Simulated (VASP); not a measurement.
# GaP (F-43m) in VASP: settings compared

One crystal, GaP, is run at these levels: revPBE+D3(BJ), PBE+D3(BJ); tasks: single point, relaxation of cell and atoms.

Everything below comes from runs of VASP 6.6.1. Logs are shortened: lines on timing, memory, paths and dates and some standing lists are left out, and cuts for length are marked.

**Measured values to compare with.**

From “Stacking defects in GaP nanowires: Electronic structure and optical properties”, 2018, arxiv:1810.01194, for a bulk crystal of GaP at 10 K: band gap 2.34 eV (indirect).

How close the calculation comes is told below.

### 1 The structure

The structure is cubic, space group F-43m (No. 216). The conventional cell has a = 5.420 Å, b = 5.420 Å, c = 5.420 Å, α = 90.00°, β = 90.00°, γ = 90.00°. Ga (site symmetry -43m) has 4 P at 2.35 Å as nearest neighbours. P (site symmetry -43m) has 4 Ga at 2.35 Å as nearest neighbours.

### 2 Single point, revPBE+D3(BJ)

Input file INCAR:

```
SYSTEM = GaP
PREC = Accurate
ENCUT = 520
EDIFF = 1E-6
ISMEAR = 0
SIGMA = 0.01
LREAL = .FALSE.
LASPH = .TRUE.
NELM = 100
ALGO = Fast
ISIF = 2
LWAVE = .FALSE.
LCHARG = .FALSE.
GGA = RE
IVDW = 12
NBANDS = 16
```

Input file KPOINTS:

```
regular mesh
0
G
  6 6 6
  0 0 0
```

Input file POSCAR:

```
GaP
1.0
    0.0000000000      2.7102312211      2.7102312211
    2.7102312211      0.0000000000      2.7102312211
    2.7102312211      2.7102312211      0.0000000000
Ga P
1 1
Direct
    0.0000000000      0.0000000000      0.0000000000
    0.2500000000      0.2500000000      0.2500000000
```

Potentials or basis: VASP PAW PBE potentials, release 64 (Ga_d, P).

Launch:

```bash
$ cat potpaw_PBE.64/Ga_d/POTCAR potpaw_PBE.64/P/POTCAR > POTCAR
$ mpirun -np 1 vasp_std > vasp.out
```

OUTCAR:

```text
SYSTEM = GaP
   PREC = Accurate
   ENCUT = 520
   EDIFF = 1E-6
   ISMEAR = 0
   LREAL = .FALSE.
   LASPH = .TRUE.
   NELM = 100
   ISIF = 2
   GGA = RE
   IVDW = 12
 IVDW          = 12

 ion  position               nearest neighbor table
   1  0.000  0.000  0.000-   2 2.35   2 2.35   2 2.35   2 2.35
   2  0.250  0.250  0.250-   1 2.35   1 2.35   1 2.35   1 2.35

  LATTYP: Found a face centered cubic cell.
 ALAT       =     5.4204624422

  Lattice vectors:

 A1 = (   0.0000000000,   2.7102312211,   2.7102312211)
 A2 = (   2.7102312211,   0.0000000000,   2.7102312211)
 A3 = (   2.7102312211,   2.7102312211,   0.0000000000)

Analysis of symmetry for initial positions (statically):
=====================================================================
 Subroutine PRICEL returns:
 Original cell was already a primitive cell.

 Routine SETGRP: Setting up the symmetry group for a
 face centered cubic supercell.

 Subroutine GETGRP returns: Found 24 space group operations
 (whereof 24 operations were pure point group operations)
 out of a pool of 48 trial point group operations.

The static configuration has the point symmetry T_d .

Analysis of symmetry for dynamics (positions and initial velocities):
=====================================================================
 Subroutine PRICEL returns:
 Original cell was already a primitive cell.

 Routine SETGRP: Setting up the symmetry group for a
 face centered cubic supercell.

 Subroutine GETGRP returns: Found 24 space group operations
 (whereof 24 operations were pure point group operations)
 out of a pool of 48 trial point group operations.

The dynamic configuration has the point symmetry T_d .

 Subroutine INISYM returns: Found 24 space group operations
 (whereof 24 operations are pure point group operations),
 and found     1 'primitive' translations

----------------------------------------------------------------------------------------

                                     Primitive cell

  volume of cell :      39.8152

  direct lattice vectors                    reciprocal lattice vectors
     0.000000000  2.710231221  2.710231221    -0.184486104  0.184486104  0.184486104
     2.710231221  0.000000000  2.710231221     0.184486104 -0.184486104  0.184486104
     2.710231221  2.710231221  0.000000000     0.184486104  0.184486104 -0.184486104

  length of vectors
     3.832845750  3.832845750  3.832845750     0.319539306  0.319539306  0.319539306

  position of ions in fractional coordinates (direct lattice)
     0.000000000  0.000000000  0.000000000
     0.250000000  0.250000000  0.250000000

  ion indices of the primitive-cell ions
   primitive index   ion index
                 1           1
                 2           2

----------------------------------------------------------------------------------------

 KPOINTS: regular mesh

Automatic generation of k-mesh.
 Grid dimensions read from file:
 generate k-points for:    6    6    6

 Generating k-lattice:

  Cartesian coordinates                     Fractional coordinates (reciprocal lattice)
    -0.030747684  0.030747684  0.030747684     0.166666667  0.000000000  0.000000000
     0.030747684 -0.030747684  0.030747684     0.000000000  0.166666667  0.000000000
     0.030747684  0.030747684 -0.030747684     0.000000000  0.000000000  0.166666667

  Length of vectors
     0.053256551  0.053256551  0.053256551

  Shift w.r.t. Gamma in fractional coordinates (k-lattice)
     0.000000000  0.000000000  0.000000000

 Subroutine IBZKPT returns following result:
 ===========================================

 Found     16 irreducible k-points:

 Following reciprocal coordinates:
            Coordinates               Weight
  0.000000  0.000000  0.000000      1.000000
  0.166667  0.000000  0.000000      8.000000
  0.333333  0.000000  0.000000      8.000000
  0.500000  0.000000  0.000000      4.000000
  0.166667  0.166667  0.000000      6.000000
  0.333333  0.166667  0.000000     24.000000
[... 8 lines left out ...]
 -0.333333  0.333333  0.166667     24.000000
 -0.333333  0.500000  0.166667     12.000000
   k-points           NKPTS =     16   k-points in BZ     NKDIM =     16   number of bands    NBANDS=     16
   number of dos      NEDOS =    301   number of ions     NIONS =      2
   total plane-waves  NPLWV =  27000
   dimension x,y,z NGX =    30 NGY =   30 NGZ =   30
   dimension x,y,z NGXF=    60 NGYF=   60 NGZF=   60
   ions per type =               1   1
   NGX,Y,Z   is equivalent  to a cutoff of  13.01, 13.01, 13.01 a.u.
   NGXF,Y,Z  is equivalent  to a cutoff of  26.02, 26.02, 26.02 a.u.
 SYSTEM =  GaP
   PREC   = accura    normal or accurate (medium, high low for compatibility)
   ISTART =      0    job   : 0-new  1-cont  2-samecut
   ICHARG =      2    charge: 1-file 2-atom 10-const
   ISPIN  =      1    spin polarized calculation?
   LNONCOLLINEAR =      F non collinear calculations
   LSORBIT =      F    spin-orbit coupling
   LASPH  =      T    aspherical Exc in radial PAW
   ENCUT  =  520.0 eV  38.22 Ry    6.18 a.u.   7.13  7.13  7.13*2*pi/ulx,y,z
   NELM   =    100;   NELMIN=  2; NELMDL= -5     # of ELM steps
   EDIFF  = 0.1E-05   stopping-criterion for ELM
   LREAL  =      F    real-space projection
   EDIFFG = 0.1E-04   stopping-criterion for IOM
   NSW    =      0    number of steps for IOM
   IBRION =     -1    ionic relax: 0-MD 1-quasi-New 2-CG
   NFREE  =      0    steps in history (QN), initial steepest desc. (CG)
   ISIF   =      2    stress and relaxation
   ISYM   =      2    0-nonsym 1-usesym 2-fastsym
   POTIM  = 0.5000    time-step for ionic-motion
   TEBEG  =    0.0;   TEEND  =   0.0 temperature during run
   PSTRESS=    0.0 pullay stress
   NELECT =      18.0000    total number of electrons
   NUPDOWN=      -1.0000    fix difference up-down
   EMIN   =  10.00;   EMAX   =-10.00  energy-range for DOS
   EFERMI =   0.00;   METHOD = LEGACY
   ISMEAR =     0;   SIGMA  =   0.01  broadening in eV -4-tet -1-fermi 0-gaus
   EFERMI_NEDOS =   21; number of points for ismear=-14 and -15
   IALGO  =     68    algorithm
   IMIX   =      4    mixing-type and parameters
     AMIX     =   0.40;   BMIX     =  1.00
     AMIX_MAG =   1.60;   BMIX_MAG =  1.00
  volume/ion in A,a.u.               =      19.91       134.34
  Fermi-wavevector in a.u.,A,eV,Ry     =   1.256462  2.374369 21.479470  1.578697
  Thomas-Fermi vector in A             =   2.390169
   LORBIT       =      0    0 simple, 1 ext, 2 COOP (PROOUT), +10 PAW based schemes
   GGA     = RE    functional components
   LHFCALC =     F    Hartree Fock is set to
   AEXX    =    0.0000 exact exchange contribution
   IVDW    =    12    specifies the selected vdW correction
   LEPSILON=     F    determine dielectric tensor
   LRPA    =     F    only Hartree local field effects (RPA)
 non-spin polarized calculation
 RMM-DIIS sequential band-by-band and
 Gauss-broadening in eV      SIGMA  =   0.01
  energy-cutoff  :      520.00
  volume of cell :       39.82
 maximum number of plane-waves:      1090
 NGX is ok and might be reduce to    30
   NGX = 15   NGY = 15   NGZ = 15

 number of electron      17.9999988 magnetization

 Free energy of the ion-electron system (eV)
  ---------------------------------------------------
  ext. energy  EPLUGINS =         0.00000000
  ---------------------------------------------------
  free energy    TOTEN  =        -8.49662491 eV

  energy without entropy =       -8.49662491  energy(sigma->0) =       -8.49662491

 E-fermi :   4.9828     XC(G=0):  -9.7834

 val. band max:        4.8973587015   @ k =   0.0000   0.0000   0.0000
 cond. band min:       6.5838851057   @ k =   0.5000   0.5000   0.0000
 fundamental gap:      1.6865264042
 Fermi energy:         4.9827781845

 k-point     1 :       0.0000    0.0000    0.0000
  band No.  band energies     occupation
      1      -9.6819      2.00000
      2      -9.6819      2.00000
      3      -9.6819      2.00000
      4      -9.5772      2.00000
      5      -9.5772      2.00000
      6      -7.6997      2.00000
[... 8 lines left out ...]
     15      14.6718      0.00000
     16      14.6718      0.00000

 k-point     2 :       0.1667    0.0000    0.0000
  band No.  band energies     occupation
      1      -9.7066      2.00000
      2      -9.6736      2.00000
      3      -9.6736      2.00000
      4      -9.5771      2.00000
      5      -9.5771      2.00000
      6      -7.3360      2.00000
[... 8 lines left out ...]
     15      13.8694      0.00000
     16      15.1585      0.00000

 k-point     3 :       0.3333    0.0000    0.0000
  band No.  band energies     occupation
      1      -9.7495      2.00000
      2      -9.6604      2.00000
      3      -9.6604      2.00000
      4      -9.5734      2.00000
      5      -9.5734      2.00000
      6      -6.3688      2.00000
[... 8 lines left out ...]
     15      14.5717      0.00000
     16      14.7780      0.00000

 k-point     4 :       0.5000    0.0000    0.0000
  band No.  band energies     occupation
      1      -9.7688      2.00000
      2      -9.6558      2.00000
      3      -9.6558      2.00000
      4      -9.5694      2.00000
      5      -9.5694      2.00000
      6      -5.5852      2.00000
[... 8 lines left out ...]
     15      16.6164      0.00000
     16      16.6165      0.00000
[... 172 lines left out ...]
 k-point    14 :       0.5000    0.3333    0.1667
  band No.  band energies     occupation
      1      -9.7739      2.00000
      2      -9.6456      2.00000
      3      -9.6340      2.00000
      4      -9.5922      2.00000
      5      -9.5657      2.00000
      6      -5.5769      2.00000
[... 8 lines left out ...]
     15      16.8584      0.00000
     16      18.2948      0.00000

 k-point    15 :      -0.3333    0.3333    0.1667
  band No.  band energies     occupation
      1      -9.7803      2.00000
      2      -9.6455      2.00000
      3      -9.6270      2.00000
      4      -9.5885      2.00000
      5      -9.5691      2.00000
      6      -4.9062      2.00000
[... 8 lines left out ...]
     15      17.4955      0.00000
     16      17.8154      0.00000

 k-point    16 :      -0.3333    0.5000    0.1667
  band No.  band energies     occupation
      1      -9.7915      2.00000
      2      -9.6335      2.00000
      3      -9.6187      2.00000
      4      -9.5988      2.00000
      5      -9.5633      2.00000
      6      -4.5940      2.00000
[... 8 lines left out ...]
     15      16.8619      0.00000
     16      18.6236      0.00000

------------------------ aborting loop because EDIFF is reached ----------------------------------------

 Edisp (eV)   -1.24348

 E8    (eV) :    -0.8593

  FORCE on cell =-STRESS in cart. coord.  units (eV):
  Direction    XX          YY          ZZ          XY          YZ          ZX
  --------------------------------------------------------------------------------------
  -------------------------------------------------------------------------------------
  Total      -0.03143    -0.03143    -0.03143     0.00000     0.00000    -0.00000
  in kB      -1.26484    -1.26484    -1.26484     0.00000     0.00000    -0.00000
  external pressure =       -1.26 kB  Pullay stress =        0.00 kB

 VOLUME and BASIS-vectors are now :
 -----------------------------------------------------------------------------
  energy-cutoff  :      520.00
  volume of cell :       39.82
      direct lattice vectors                 reciprocal lattice vectors
     0.000000000  2.710231221  2.710231221    -0.184486104  0.184486104  0.184486104
     2.710231221  0.000000000  2.710231221     0.184486104 -0.184486104  0.184486104
     2.710231221  2.710231221  0.000000000     0.184486104  0.184486104 -0.184486104

 POSITION                                       TOTAL-FORCE (eV/Angst)
 -----------------------------------------------------------------------------------
      0.00000      0.00000      0.00000        -0.000000     -0.000000     -0.000000
      1.35512      1.35512      1.35512         0.000000      0.000000      0.000000
 -----------------------------------------------------------------------------------
    total drift:                                0.000001      0.000001      0.000001

  FREE ENERGIE OF THE ION-ELECTRON SYSTEM (eV)
  ---------------------------------------------------
  free  energy   TOTEN  =        -9.7401032761 eV

  energy  without entropy=       -9.7401032761  energy(sigma->0) =       -9.74010328
```

It took 18 s on 1 thread of Intel Xeon Platinum 8259CL at 2.50GHz (Skylake/Cascade Lake), shared host; peak memory 0.17 GiB.

What came out:

* Free energy: -9.7401 eV
* Pressure: -0.1 GPa
* Band gap on the k mesh: 1.69 eV, indirect (least direct gap 2.06 eV)
* Dispersion energy per atom: -0.622 eV

Levels at points of the mesh, in eV from the valence-band top:
| k point | band 6 | band 7 | band 8 | band 9 | band 10 | band 11 | band 12 | band 13 |
| --- | --- | --- | --- | --- | --- | --- | --- | --- |
| (0.00, 0.00, 0.00) | -12.60 | 0.00 | 0.00 | 0.00 | 2.06 | 3.90 | 3.90 | 3.90 |
| (0.50, 0.00, 0.00) | -10.48 | -6.70 | -1.14 | -1.14 | 1.79 | 4.73 | 4.73 | 8.44 |
| (0.50, 0.50, 0.00) | -9.56 | -6.80 | -2.73 | -2.73 | 1.69 | 1.86 | 10.75 | 10.75 |

Caveat: the PAW data sets were made with another functional, which shifts forces and pressure a little.

### 3 Relaxation of cell and atoms, revPBE+D3(BJ)

This run uses another cell than the first one, of 20.24 Å³/atom, 1.017 times its volume.

Input file INCAR:

```
PREC = Accurate
ENCUT = 600
EDIFF = 1E-6
ISMEAR = 0
SIGMA = 0.01
LREAL = F
LASPH = T
NELM = 100
ALGO = Fast
ISIF = 3
LWAVE = F
LCHARG = F
GGA = RE
IVDW = 12
IBRION = 2
NSW = 80
EDIFFG = -0.01
```

Input file KPOINTS:

```
regular mesh
0
Gamma
  6 6 6
```

Input file POSCAR:

```
GaP
1.0
    0.0000000000      2.7252500000      2.7252500000
    2.7252500000      0.0000000000      2.7252500000
    2.7252500000      2.7252500000      0.0000000000
Ga P
1 1
Direct
    0.0000000000      0.0000000000      0.0000000000
    0.2500000000      0.2500000000      0.2500000000
```

Potentials or basis: VASP PAW PBE potentials, release 64 (Ga_d, P).

Launch:

```bash
$ cat potpaw_PBE.64/Ga_d/POTCAR potpaw_PBE.64/P/POTCAR > POTCAR
$ mpirun -np 1 vasp_std > vasp.out
```

Run time: 31 s. Hardware: 1 thread of Intel Xeon Platinum 8259CL at 2.50GHz (Skylake/Cascade Lake), shared host; peak memory 0.19 GiB.

Results (log left out):

- Free energy: -9.7401 eV
- Relaxed volume: 19.87 Å³/atom
- Relaxed cell: a = 3.830 Å, b = 3.830 Å, c = 3.830 Å, α = 60.00°, β = 60.00°, γ = 60.00°
- Space group after relaxing (to 0.05 Å): F-43m (No. 216)
- Energy gained by relaxing: 1.7 meV/atom
- Ionic steps: 3
- Pressure after relaxing: 0.0 GPa
- Band gap on the k mesh: 1.68 eV, indirect (least direct gap 2.08 eV)
- Dispersion energy per atom: -0.623 eV

The path:
```
step  energy change (eV)  largest force (eV/Å)  pressure (GPa)  volume (Å³)
   1              0.0000                0.0000           -1.35        40.48
   2             -0.0029                0.0000            0.53        39.49
   3             -0.0034                0.0000            0.03        39.73
```

Final structure:
```xyz
2
Lattice="0.0000 2.7083 2.7083 2.7083 0.0000 2.7083 2.7083 2.7083 0.0000" Properties=species:S:1:pos:R:3 pbc="T T T"
Ga    0.0000    0.0000    0.0000
P     1.3542    1.3542    1.3542
```

Levels at points of the mesh, in eV from the valence-band top:
| k point | band 7 | band 8 | band 9 | band 10 | band 11 | band 12 |
| --- | --- | --- | --- | --- | --- | --- |
| (0.00, 0.00, 0.00) | 0.00 | 0.00 | 0.00 | 2.08 | 3.90 | 3.90 |
| (0.50, 0.00, 0.00) | -6.71 | -1.14 | -1.14 | 1.80 | 4.73 | 4.73 |
| (0.50, 0.50, 0.00) | -6.81 | -2.74 | -2.74 | 1.68 | 1.86 | 10.77 |

Caveat: the PAW data sets were made with another functional, which shifts forces and pressure a little.

(Continued in part 2 of 2.)
